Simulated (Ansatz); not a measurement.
Crystal: Ag.

```
CELL_PARAMETERS angstrom
-1.65565 1.65565 1.65565
1.65565 -1.65565 1.65565
1.65565 1.65565 -1.65565
ATOMIC_POSITIONS crystal
Ag 0.00000 0.00000 0.00000
```

This isn't the form of Ag at room conditions, which is fcc.

| Quantity | Value |
| --- | --- |
| Program | Ansatz 0.2.0 |
| Task | relaxation of cell and atoms |
| Functional | PBE |
| Dispersion | D3(BJ) |
| Potentials or basis | Ansatz PAW |
| Cutoff | 420 eV (not typed: the program's choice for these potentials) |
| k mesh | 11 × 11 × 11 |
| Occupations | fermi-dirac, width 0.05 eV |
| Spin | no spin polarisation |

At the start: volume 18.15 Å³/atom.

How do energy, volume and symmetry change on relaxing?

It ends after 5 steps and the volume is 17.03 Å³/atom (-6.2 %); space group Im-3m (No. 229, to 0.05 Å).

The path:
```
step  energy change (eV)  largest force (eV/Å)  volume (Å³)
   1              0.0000                0.0000        18.15
   2             -0.0054                0.0000        16.15
   3             -0.0218                0.0000        17.16
   4             -0.0222                0.0000        17.03
   5             -0.0217                0.0000        17.03
```

Final structure:
```
CELL_PARAMETERS angstrom
-1.62090 1.62090 1.62090
1.62090 -1.62090 1.62090
1.62090 1.62090 -1.62090
ATOMIC_POSITIONS crystal
Ag 0.00000 0.00000 0.00000
```

Caveat: the plane-wave basis is chosen anew once the cell has moved, so the energies of steps on either side of that aren't comparable; pairwise dispersion overbinds metals, which lowers pressure and volume.
